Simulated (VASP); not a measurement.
The system is PbSe.

```
Pb Se
1.0
     0.00000    3.42320    3.42320
     3.42320    0.00000    3.42320
     3.42320    3.42320    0.00000
Pb Se
1 1
Cartesian
  0.0000 0.0000 0.0000
  1.7116 1.7116 1.7116
```

The cell was built by a generator and needn't be a form met in nature.

Base run:

```yaml
Program: VASP 6.6.1
Functional: HSE06
Potentials_or_basis: VASP PAW PBE potentials, release 64 (Pb_d, Se)
Cutoff: 520 eV
k_mesh: 4 × 4 × 4
Occupations: gaussian, width 0.01 eV
Spin: no spin polarisation
```

Its results: band gap on the k mesh 1.07 eV, indirect (least direct gap 1.66 eV); pressure 0.0 GPa.

Q: The run is repeated on the same cell with these changes: functional from HSE06 to r2SCAN. What comes out?

A: Band gap on the k mesh 0.80 eV, indirect (least direct gap 1.34 eV); pressure -0.1 GPa.

HSE06 gives the wider gap, since exact exchange removes part of the self-interaction.

Caveats: the PAW data sets were made with another functional, which shifts forces and pressure a little; spin-orbit coupling is left out, which as a rule narrows the gap of such compounds by several tenths of an eV.

A k mesh can miss the band edges.
